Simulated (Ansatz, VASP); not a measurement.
Co: VASP beside Ansatz

Contents of INCAR:

```
PREC = Accurate
ENCUT = 520
EDIFF = 1E-6
ISMEAR = -1
SIGMA = 0.05
LREAL = False
LASPH = True
NELM = 150
ALGO = Normal
ISIF = 2
LWAVE = False
LCHARG = True
ISPIN = 2
MAGMOM = 1.816
LORBIT = 11
LMAXMIX = 4
GGA = B5
ALDAX = 1.0
AGGAX = 1.0
AGGAC = 1.0
ALDAC = 0.0
LELF = True
LVHAR = True
NBANDS = 14
```

File KPOINTS:

```
regular mesh
0
Gamma
  17 17 17
```

The input POSCAR:

```
Co
1.0
   -1.4817419518      1.4817419518      1.4817419518
    1.4817419518     -1.4817419518      1.4817419518
    1.4817419518      1.4817419518     -1.4817419518
Co
1
Direct
    0.0000000000      0.0000000000      0.0000000000
```

Input for Ansatz:

```yaml
crystal:
  lattice:
    - [-1.4817419518, 1.4817419518, 1.4817419518]
    - [1.4817419518, -1.4817419518, 1.4817419518]
    - [1.4817419518, 1.4817419518, -1.4817419518]
  atoms:
    - { symbol: Co, position: [0.0, 0.0, 0.0], spin: 1.816 }
hamiltonian:
  xc: blyp
  pseudopotentials:
    kind: paw
    azcp:
      Co: "pseudopotentials/Co.paw.azcp"
basis:
  ecutwfc: 420
  fft_grid_basis: typed
kpoints:
  mp_grid: { grid: [17, 17, 17], shift: [0, 0, 0] }
magnetization:
  spin_polarized: true
scf:
  occupations: { method: fermi_dirac, width: 0.05 }
  lower_state_search: "off"
output:
  stress: true
```

Alike in both runs: task single point; functional BLYP; k mesh 17 × 17 × 17; occupations fermi-dirac, width 0.05 eV; collinear spin.

|  | VASP | Ansatz |
| --- | --- | --- |
| version | VASP 6.6.1 | Ansatz 0.2.0 |
| potentials or method | VASP PAW PBE potentials, release 64 (Co) | plane waves (420 eV) with PAW, scalar-relativistic |
| plane-wave cutoff (eV) | 520 | 420 |
| valence electrons in the cell | 9 | 17 |

Ansatz gave:

* pressure (GPa): -15.7
* net moment per atom (μB): 1.79
* size of the moment on the site where the two differ most (μB): 1.86

Q: Which values does VASP return?

A: Pressure (GPa): -15.7; net moment per atom (μB): 1.76; size of the moment on the site where the two differ most (μB): 1.80.

Site moments also hang on the region over which each program counts them. The two sets of potentials don't hold the same shells in valence.

Caveats: so large a pressure means that the cell lies far from this level's equilibrium, or that cutoff or potentials fall short (VASP); the potentials were made for another functional, which shifts forces and pressure (VASP).
